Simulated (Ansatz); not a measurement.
# BAs: the cost of one run

Computed with Ansatz 0.2.0 (DFT PBE, scalar-relativistic, plane waves, PAW, unless a step's input says otherwise).

3 further runs of the same task are left out: 3 set aside as unsound or not needed.

## (1) The system as given

The structure is cubic, space group F-43m (No. 216). Conventional cell: a = 4.809 Å, b = 4.809 Å, c = 4.809 Å, α = 90.00°, β = 90.00°, γ = 90.00°. Around B (site symmetry -43m) lie 4 As at 2.08 Å. As (site symmetry -43m) is surrounded by 4 B at 2.08 Å.

Coordinates:

```cif
data_structure
_symmetry_space_group_name_H-M 'F-43m'
_symmetry_Int_Tables_number 216
_cell_length_a 4.8088
_cell_length_b 4.8088
_cell_length_c 4.8088
_cell_angle_alpha 90.000
_cell_angle_beta 90.000
_cell_angle_gamma 90.000
_cell_volume 111.20
loop_
_atom_site_label
_atom_site_type_symbol
_atom_site_symmetry_multiplicity
_atom_site_Wyckoff_symbol
_atom_site_fract_x
_atom_site_fract_y
_atom_site_fract_z
_atom_site_occupancy
B1 B 4 a 0.00000 0.00000 0.00000 1
As1 As 4 c 0.25000 0.25000 0.25000 1
```

It is built from the cell relaxed beforehand with the same method (13.90 Å³/atom).

## (2) The undisturbed cell

File input.yaml:

```yaml
crystal:
  lattice:
    - [0.0, 4.8088223233, -4.8088223233]
    - [4.8088223233, 4.8088223233, 0.0]
    - [4.8088223233, 0.0, -4.8088223233]
  atoms:
    - { symbol: B, position: [0.0, 0.0, 0.5] }
    - { symbol: B, position: [0.0, 0.5, 0.5] }
    - { symbol: B, position: [0.5, 0.0, 0.5] }
    - { symbol: B, position: [0.5, 0.5, 0.5] }
    - { symbol: B, position: [0.0, 0.0, 1.0] }
    - { symbol: B, position: [0.0, 0.5, 1.0] }
    - { symbol: B, position: [0.5, 0.0, 1.0] }
    - { symbol: B, position: [0.5, 0.5, 1.0] }
    - { symbol: As, position: [0.125, 0.125, 0.125] }
    - { symbol: As, position: [0.125, 0.625, 0.125] }
    - { symbol: As, position: [0.625, 0.125, 0.125] }
    - { symbol: As, position: [0.625, 0.625, 0.125] }
    - { symbol: As, position: [0.125, 0.125, 0.625] }
    - { symbol: As, position: [0.125, 0.625, 0.625] }
    - { symbol: As, position: [0.625, 0.125, 0.625] }
    - { symbol: As, position: [0.625, 0.625, 0.625] }
basis:
  ecutwfc: 420
kpoints:
  mp_grid: { grid: [6, 6, 6] }
hamiltonian:
  xc: pbe
scf:
  occupations: { method: gaussian, width: 0.05 }
output:
  forces: true
  stress: true
  eigenvalues: true
```

Started as:

```
> ansatz run input.yaml --threads 2 --pin off --max-ram 5120MiB --backend cpu --events-out ev --progress --plain --runs-dir out
```

What time and memory should one allow on 2 threads of Intel Xeon 6975P-C (Granite Rapids), shared host?

About 5.1 s, with a peak of 0.7 GiB.
